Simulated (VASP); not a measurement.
# SiC (F-43m) in VASP: Born charges and dielectric tensor with LDA

Aim: the Born charges and dielectric tensor of SiC with LDA.

All numbers are computed with VASP 6.6.1; they aren't measurements. Logs are shortened: lines on timing, memory, paths and dates and some standing lists are left out, and cuts for length are marked.

**What was measured.**

From “Insight into the structural, elastic and electronic properties of a new orthorhombic 6O-SiC polytype”, 2020, pmc:7200658, for a bulk crystal of SiC: band gap 2.4 eV (indirect).

From “Infrared properties of SiC particles”, 1999, arxiv:astro-ph/9903031, for a bulk crystal of SiC: high-frequency dielectric constant 6.49.

The results are compared with them further down.

## 1. The structure

The structure is cubic, space group F-43m (No. 216). The conventional cell has a = 4.331 Å, b = 4.331 Å, c = 4.331 Å, α = 90.00°, β = 90.00°, γ = 90.00°. Si (site symmetry -43m) is surrounded by 4 C at 1.88 Å. C (site symmetry -43m) is surrounded by 4 Si at 1.88 Å.

The cell is a database's computed one.

## 2. Born charges and dielectric tensor, LDA

INCAR reads:

```
PREC = Accurate
ENCUT = 600
EDIFF = 1E-8
ISMEAR = 0
SIGMA = 0.02
LREAL = F
LASPH = T
NELM = 100
ALGO = Normal
ISIF = 2
LWAVE = F
LCHARG = F
LEPSILON = T
IBRION = 8
NSW = 1
```

KPOINTS reads:

```
regular mesh
0
Gamma
  14 14 14
```

POSCAR reads:

```
SiC
1.0
    0.0000000000      2.1652800000      2.1652800000
    2.1652800000      0.0000000000      2.1652800000
    2.1652800000      2.1652800000      0.0000000000
Si C
1 1
Direct
    0.7500000000      0.7500000000      0.7500000000
    0.0000000000      0.0000000000      0.0000000000
```

Potentials or basis: VASP PAW LDA potentials, release 64 (Si, C).

The run is started by

```sh
$ cat potpaw_LDA.64/Si/POTCAR potpaw_LDA.64/C/POTCAR > POTCAR
$ mpirun -np 1 vasp_std > vasp.out
```

OUTCAR:

```text
PREC = Accurate
   ENCUT = 600
   EDIFF = 1E-8
   ISMEAR = 0
   LREAL = F
   LASPH = T
   NELM = 100
   ISIF = 2
   LEPSILON = T
   IBRION = 8
   NSW = 1

 ion  position               nearest neighbor table
   1  0.750  0.750  0.750-   2 1.88   2 1.88   2 1.88   2 1.88
   2  0.000  0.000  0.000-   1 1.88   1 1.88   1 1.88   1 1.88

  LATTYP: Found a face centered cubic cell.
 ALAT       =     4.3305600000

  Lattice vectors:

 A1 = (   0.0000000000,   2.1652800000,   2.1652800000)
 A2 = (   2.1652800000,   0.0000000000,   2.1652800000)
 A3 = (   2.1652800000,   2.1652800000,   0.0000000000)

Analysis of symmetry for initial positions (statically):
=====================================================================
 Subroutine PRICEL returns:
 Original cell was already a primitive cell.

 Routine SETGRP: Setting up the symmetry group for a
 face centered cubic supercell.

 Subroutine GETGRP returns: Found 24 space group operations
 (whereof 24 operations were pure point group operations)
 out of a pool of 48 trial point group operations.

The static configuration has the point symmetry T_d .

Analysis of symmetry for dynamics (positions and initial velocities):
=====================================================================
 Subroutine PRICEL returns:
 Original cell was already a primitive cell.

 Routine SETGRP: Setting up the symmetry group for a
 face centered cubic supercell.

 Subroutine GETGRP returns: Found 24 space group operations
 (whereof 24 operations were pure point group operations)
 out of a pool of 48 trial point group operations.

The dynamic configuration has the point symmetry T_d .

 Subroutine INISYM returns: Found 24 space group operations
 (whereof 24 operations are pure point group operations),
 and found     1 'primitive' translations

----------------------------------------------------------------------------------------

                                     Primitive cell

  volume of cell :      20.3036

  direct lattice vectors                    reciprocal lattice vectors
     0.000000000  2.165280000  2.165280000    -0.230917018  0.230917018  0.230917018
     2.165280000  0.000000000  2.165280000     0.230917018 -0.230917018  0.230917018
     2.165280000  2.165280000  0.000000000     0.230917018  0.230917018 -0.230917018

  length of vectors
     3.062168342  3.062168342  3.062168342     0.399960007  0.399960007  0.399960007

  position of ions in fractional coordinates (direct lattice)
     0.750000000  0.750000000  0.750000000
     0.000000000  0.000000000  0.000000000

  ion indices of the primitive-cell ions
   primitive index   ion index
                 1           1
                 2           2

----------------------------------------------------------------------------------------

 KPOINTS: regular mesh

Automatic generation of k-mesh.
 Grid dimensions read from file:
 generate k-points for:   14   14   14

 Generating k-lattice:

  Cartesian coordinates                     Fractional coordinates (reciprocal lattice)
    -0.016494073  0.016494073  0.016494073     0.071428571  0.000000000  0.000000000
     0.016494073 -0.016494073  0.016494073     0.000000000  0.071428571  0.000000000
     0.016494073  0.016494073 -0.016494073     0.000000000  0.000000000  0.071428571

  Length of vectors
     0.028568572  0.028568572  0.028568572

  Shift w.r.t. Gamma in fractional coordinates (k-lattice)
     0.000000000  0.000000000  0.000000000

 Subroutine IBZKPT returns following result:
 ===========================================

 Found    104 irreducible k-points:

 Following reciprocal coordinates:
            Coordinates               Weight
  0.000000  0.000000  0.000000      1.000000
  0.071429  0.000000  0.000000      8.000000
[... 368 lines left out ...]
      direct lattice vectors                 reciprocal lattice vectors
     0.000000000  2.165280000  2.165280000    -0.230917018  0.230917018  0.230917018
     2.165280000  0.000000000  2.165280000     0.230917018 -0.230917018  0.230917018
     2.165280000  2.165280000  0.000000000     0.230917018  0.230917018 -0.230917018

 POSITION                                       TOTAL-FORCE (eV/Angst)
 -----------------------------------------------------------------------------------
      3.24792      3.24792      3.24792        -0.000000     -0.000000     -0.000000
      0.00000      0.00000      0.00000         0.000000      0.000000      0.000000
 -----------------------------------------------------------------------------------
    total drift:                                0.000000      0.000000      0.000000

  FREE ENERGIE OF THE ION-ELECTRON SYSTEM (eV)
  ---------------------------------------------------
  free  energy   TOTEN  =       -16.6448221558 eV

  energy  without entropy=      -16.6448221558  energy(sigma->0) =      -16.64482216

 HEAD OF MICROSCOPIC STATIC DIELECTRIC TENSOR (INDEPENDENT PARTICLE, excluding Hartree and local field effects)
 ------------------------------------------------------
           7.259093     0.000000     0.000000
           0.000000     7.259093     0.000000
           0.000000     0.000000     7.259093
 ------------------------------------------------------

 Free energy of the ion-electron system (eV)
  ---------------------------------------------------
  ---------------------------------------------------
  free energy    TOTEN  =        -0.35216237 eV

  energy without entropy =       -0.35216237

------------------------ aborting loop because EDIFF is reached ----------------------------------------

--------------------------------------- Ionic step        2  -------------------------------------------

------------------------ aborting loop because EDIFF is reached ----------------------------------------

--------------------------------------- Ionic step        3  -------------------------------------------

------------------------ aborting loop because EDIFF is reached ----------------------------------------

 PIEZOELECTRIC TENSOR FIELD DIRECTION 3  (e Angst)
 -----------------------------------------------------------------------------
    -0.00074 -1.25050  0.00000           ( -0.00000 -0.05483  0.00000)
    -1.25050 -0.00074  0.00000           ( -0.05483 -0.00000  0.00000)
     0.00000  0.00000  0.00095           (  0.00000  0.00000 -0.00000)

 PIEZOELECTRIC TENSOR FIELD DIRECTION 3  (C/m^2)
 -----------------------------------------------------------------------------
    -0.00058 -0.98678  0.00000
    -0.98678 -0.00058  0.00000
     0.00000  0.00000  0.00075

--------------------------------------- Ionic step        4  -------------------------------------------

------------------------ aborting loop because EDIFF is reached ----------------------------------------

[... ionic steps 5 to 6 ...]

--------------------------------------- Ionic step        7  -------------------------------------------

 Free energy of the ion-electron system (eV)
  ---------------------------------------------------
  ---------------------------------------------------
  free energy    TOTEN  =        -0.12460097 eV

  energy without entropy =       -0.12460097

------------------------ aborting loop because EDIFF is reached ----------------------------------------

 INTERNAL STRAIN TENSOR  FOR ION    2  DIRECTION 1   (eV/Angst):
 -----------------------------------------------------------------------------
    -0.00498  0.00000  0.00000
     0.00000  0.00205 -8.64013
     0.00000 -8.64013  0.00205

 MACROSCOPIC STATIC DIELECTRIC TENSOR (including local field effects in DFT)
 ------------------------------------------------------
           6.935383     0.000000     0.000000
           0.000000     6.935383     0.000000
          -0.000000     0.000000     6.935383
 ------------------------------------------------------

 PIEZOELECTRIC TENSOR (including local field effects)  for field in x, y, z        (e  Angst)
          XX          YY          ZZ          XY          YZ          ZX
  --------------------------------------------------------------------------------
  x     0.00000     0.00000     0.00000     0.00000    -1.24876     0.00000
  y     0.00000    -0.00000    -0.00000     0.00000     0.00000    -1.24876
  z    -0.00000    -0.00000     0.00000    -1.24876     0.00000     0.00000

 PIEZOELECTRIC TENSOR (including local field effects)  for field in x, y, z        (C/m^2)
          XX          YY          ZZ          XY          YZ          ZX
  --------------------------------------------------------------------------------
  x     0.00000     0.00000     0.00000     0.00000    -0.98541     0.00000
  y     0.00000    -0.00000    -0.00000     0.00000     0.00000    -0.98541
  z    -0.00000    -0.00000     0.00000    -0.98541     0.00000     0.00000

 BORN EFFECTIVE CHARGES (including local field effects) (in |e|, cummulative output)
 ---------------------------------------------------------------------------------
 ion    1
    1     2.71338     0.00000     0.00000
    2     0.00000     2.71338    -0.00000
    3     0.00000    -0.00000     2.71338
 ion    2
    1    -2.71338     0.00000     0.00000
    2     0.00000    -2.71338     0.00000
    3    -0.00000     0.00000    -2.71338

 INTERNAL STRAIN TENSOR FOR ION    2 for displacements in x,y,z  (eV/Angst):
          X           Y           Z          XY          YZ          ZX
  --------------------------------------------------------------------------------
  x    -0.00000     0.00000     0.00000     0.00000    -8.64013     0.00000
  y    -0.00000     0.00000    -0.00000     0.00000     0.00000    -8.64013
  z     0.00000     0.00000    -0.00000    -8.64013     0.00000     0.00000

 SECOND DERIVATIVES (NOT SYMMETRIZED)
 ------------------------------------
               1X          1Y          1Z          2X          2Y          2Z
  1X   -19.639885    0.000000    0.000000   19.639885    0.000000    0.000000
  1Y     0.000000  -19.639885    0.000000    0.000000   19.639885    0.000000
  1Z     0.000000    0.000000  -19.639885    0.000000    0.000000   19.639885
  2X    19.639793    0.000000    0.000000  -19.639793    0.000000    0.000000
  2Y     0.000000   19.639793    0.000000    0.000000  -19.639793    0.000000
  2Z     0.000000    0.000000   19.639793    0.000000    0.000000  -19.639793

 Eigenvectors and eigenvalues of the dynamical matrix
 ----------------------------------------------------

   1 f  =   23.885988 THz   150.080089 2PiTHz  796.750797 cm-1    98.784464 meV
             X         Y         Z           dx          dy          dz
      3.247920  3.247920  3.247920     0.547318   -0.000000    0.000000
      0.000000  0.000000  0.000000    -0.836925    0.000000    0.000000
[... 21 lines left out ...]
   6 f/i=    0.000026 THz     0.000162 2PiTHz    0.000861 cm-1     0.000107 meV
             X         Y         Z           dx          dy          dz
      3.247920  3.247920  3.247920    -0.008600    0.630460   -0.550354
      0.000000  0.000000  0.000000    -0.005624    0.412298   -0.359911

--------------------------------------------------------------------------------------------------------

 MACROSCOPIC STATIC DIELECTRIC TENSOR IONIC CONTRIBUTION
 ------------------------------------------------------
           3.340999    -0.000000     0.000000
          -0.000000     3.340999     0.000000
           0.000000     0.000000     3.340999
 ------------------------------------------------------

 ELASTIC MODULI CONTR FROM IONIC RELAXATION (kBar)
 Direction    XX          YY          ZZ          XY          YZ          ZX
 --------------------------------------------------------------------------------
 XX          -0.0000      0.0000      0.0000      0.0000     -0.0000     -0.0000
 YY           0.0000     -0.0000      0.0000      0.0000      0.0000      0.0000
 ZZ           0.0000      0.0000     -0.0000     -0.0000      0.0000     -0.0000
 XY           0.0000      0.0000     -0.0000   -275.4004     -0.0000     -0.0000
 YZ          -0.0000      0.0000      0.0000     -0.0000   -275.4004      0.0000
 ZX          -0.0000      0.0000     -0.0000     -0.0000      0.0000   -275.4004
 --------------------------------------------------------------------------------

 PIEZOELECTRIC TENSOR IONIC CONTR  for field in x, y, z        (C/m^2)
          XX          YY          ZZ          XY          YZ          ZX
  --------------------------------------------------------------------------------
  x     0.00000    -0.00000    -0.00000     0.00000     0.90259    -0.00000
  y     0.00000    -0.00000     0.00000     0.00000    -0.00000     0.90259
  z    -0.00000    -0.00000     0.00000     0.90259     0.00000     0.00000
```

It took 4.3 min on 1 thread of AMD EPYC 9R45 (Zen 5), shared host; peak memory 0.3 GiB.

Results:

| Quantity | Value |
| --- | --- |
| Band gap on the k mesh | 1.29 eV, indirect (least direct gap 4.52 eV) |
| Electronic dielectric tensor (diagonal) | 6.94 |
| Born charges (mean of the diagonal) | Si +2.71; C -2.71 e |
| Highest phonon frequency at Γ, LO-TO splitting left out | 797 cm⁻¹ |

Levels at points of the mesh, in eV from the valence-band top:
| k point | band 2 | band 3 | band 4 | band 5 | band 6 | band 7 |
| --- | --- | --- | --- | --- | --- | --- |
| (0.00, 0.00, 0.00) | 0.00 | 0.00 | 0.00 | 6.52 | 7.32 | 7.32 |
| (0.50, 0.00, 0.00) | -8.66 | -1.06 | -1.06 | 5.56 | 7.21 | 7.21 |
| (0.50, 0.50, 0.00) | -7.87 | -3.23 | -3.23 | 1.29 | 4.26 | 14.05 |

Phonon frequencies in cm⁻¹ (negative: imaginary):
| q point | frequencies |
| --- | --- |
| (0.000, 0.000, 0.000) | 0 0 0 797 797 797 |

Electronic dielectric tensor:
```
6.94 0.00 0.00
0.00 6.94 0.00
0.00 0.00 6.94
```

Born effective charge tensors (e):
atom 1, Si
```
2.71 0.00 0.00
0.00 2.71 0.00
0.00 0.00 2.71
```
atom 2, C
```
-2.71  0.00  0.00
 0.00 -2.71  0.00
 0.00  0.00 -2.71
```

## 3. Comparison with measurements

Step 2. Against the measured gap of SiC, 2.4 eV (indirect; quoted in “Insight into the structural, elastic and electronic properties of a new orthorhombic 6O-SiC polytype”, 2020, pmc:7200658), the calculated 1.29 eV is off by -1.11 eV. The value is that of LDA on a finite k mesh, which can miss the band edges, without temperature or zero-point motion. Semilocal functionals fall short of measured gaps as a rule. The cell is a database's relaxed one, not the measured one, which moves gaps too. Against the measured high-frequency dielectric constant of SiC, 6.49 (quoted in “Infrared properties of SiC particles”, 1999, arxiv:astro-ph/9903031), the calculated 6.94 is off by +6.9 %.
